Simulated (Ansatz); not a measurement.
# Strain response of Cs

These are results of Ansatz 0.2.0, DFT PBEsol, scalar-relativistic, plane waves, PAW, not measurements. Run with 420 eV cutoff, 12×12×4 k-mesh, Gaussian smearing of 0.10 eV, no spin polarisation.

Starting point, cell and atoms relaxed:

```yaml
crystal:
  lattice:
    - [5.36664, 0.00000, 0.00000]
    - [-2.68332, 4.64765, 0.00000]
    - [0.00000, 0.00000, 17.54602]
  atoms:
    - { symbol: Cs, position: [0.00000, 0.00000, 0.00000] }
    - { symbol: Cs, position: [0.33333, 0.66667, 0.25000] }
    - { symbol: Cs, position: [0.00000, 0.00000, 0.50000] }
    - { symbol: Cs, position: [0.66667, 0.33333, 0.75000] }
```

Deformation: all cell vectors scaled alike, the atoms relaxed, all within the symmetry that the strain leaves. Energies are extrapolated to zero smearing. Stress is positive in compression, on the Cartesian axes of the cell above.

Strains computed: -4.5, -3.0, -1.5, +1.5, +3.0, +4.5 %.

**Question.** At which strain does the energy stand 1.4 meV/atom over the relaxed crystal with σxx = -0.08, σyy = -0.08, σzz = -0.10 GPa?

**Answer.** +1.5 %.

This form isn't the element's structure at ambient conditions.